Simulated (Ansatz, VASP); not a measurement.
**Ag in VASP and in Ansatz**

```xyz
2
Lattice="2.8670 0.0000 0.0000 -1.4335 2.4829 0.0000 0.0000 0.0000 4.6910" Properties=species:S:1:pos:R:3 pbc="T T T"
Ag    0.0000    1.6552    1.1727
Ag    1.4335    0.8276    3.5182
```

Alike in both runs: functional PBEsol; k mesh 18 × 18 × 10; occupations gaussian, width 0.1 eV; no spin polarisation.

Ansatz relaxed the structure, and its values are those at the end. VASP's run is a single point on that final structure, the one shown.

|  | VASP | Ansatz |
| --- | --- | --- |
| version | VASP 6.6.1 | Ansatz 0.2.0 |
| potentials or method | VASP PAW PBE potentials, release 64 (Ag) | scalar-relativistic, plane waves, PAW |
| plane-wave cutoff (eV) | 520 | 420 |
| valence electrons in the cell | 22 | 38 |

|  | VASP | Ansatz | Ansatz less VASP |
| --- | --- | --- | --- |
| gap on the k mesh at the Fermi level (eV) | none | none | - |
| pressure (GPa) | -0.3 | 0.0 | +0.29 |

A gap of «none» marks a metal or a gap that the smearing closes. The two sets of potentials don't hold the same shells in valence.

Caveats: the PAW data sets were made with another functional, which shifts forces and pressure a little (VASP).
